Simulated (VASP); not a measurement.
# BNH₄: harmonic vibrations of a molecule

BNH₄, molecule in box, 6 atoms in the cell. PBE, harmonic vibrations; PAW potentials B, N, H (PBE set).

## Input

INCAR.step1:
```
  PREC = Accurate
  ENCUT = 400
  EDIFF = 1E-8
  ISMEAR = 0
  SIGMA = 0.01
  ISYM = 0
  LREAL = False
  LASPH = True
  NELM = 100
  ALGO = Normal
  LWAVE = False
  LCHARG = False
  IBRION = 2
  NSW = 60
  ISIF = 2
  EDIFFG = -0.002
  POTIM = 0.5
```

INCAR.step2, as INCAR.step1 but for:
```
- IBRION = 2
- NSW = 60
- ISIF = 2
- EDIFFG = -0.002
- POTIM = 0.5
+ IBRION = 5
+ NFREE = 2
+ POTIM = 0.015
+ NSW = 1
```

KPOINTS:
```
k-points
0
Gamma
  1 1 1
```

POSCAR.step1:
```
BH4N
1.0
   11.0000000000      0.0000000000      0.0000000000
    0.0000000000     12.0000000000      0.0000000000
    0.0000000000      0.0000000000     11.0000000000
B N H
1 1 4
Direct
    0.4931636400      0.4473791700      0.5044772700
    0.5181000000      0.5604625000      0.5077863600
    0.5253454500      0.3900125000      0.5874863600
    0.4400909100      0.4099541700      0.4186954500
    0.4937636400      0.6134875000      0.4412772700
    0.5622727300      0.5974625000      0.5769227300
```

Commands (each step's output is kept before the next begins):
```
cat potpaw_PBE.64/B/POTCAR potpaw_PBE.64/N/POTCAR potpaw_PBE.64/H/POTCAR > POTCAR
cp INCAR.step1 INCAR
cp POSCAR.step1 POSCAR
mpirun -np 4 vasp_gam > vasp.out
cp CONTCAR POSCAR
cp INCAR.step2 INCAR
mpirun -np 4 vasp_gam > vasp.out
```

## Result

- Vibrations (cm⁻¹; a negative value is imaginary): 3592, 3504, 2600, 2520, 1594, 1329, 1123, 1102, 974, 845, 723, 611
- Zero-point energy (eV): 1.272
- Translations and rotations, which should read zero (cm⁻¹): -44, -21, -7, 1, 14, 16
- Vibrational entropy at 298 K (meV/K): 0.049
- Displaced cells: 36
- Ionic steps, all stages: 53
- Electronic steps, all stages: 857

VASP 6.6.1 took 1428 s on 4 cores (AMD EPYC 7R43 (Zen 3)), a shared host.
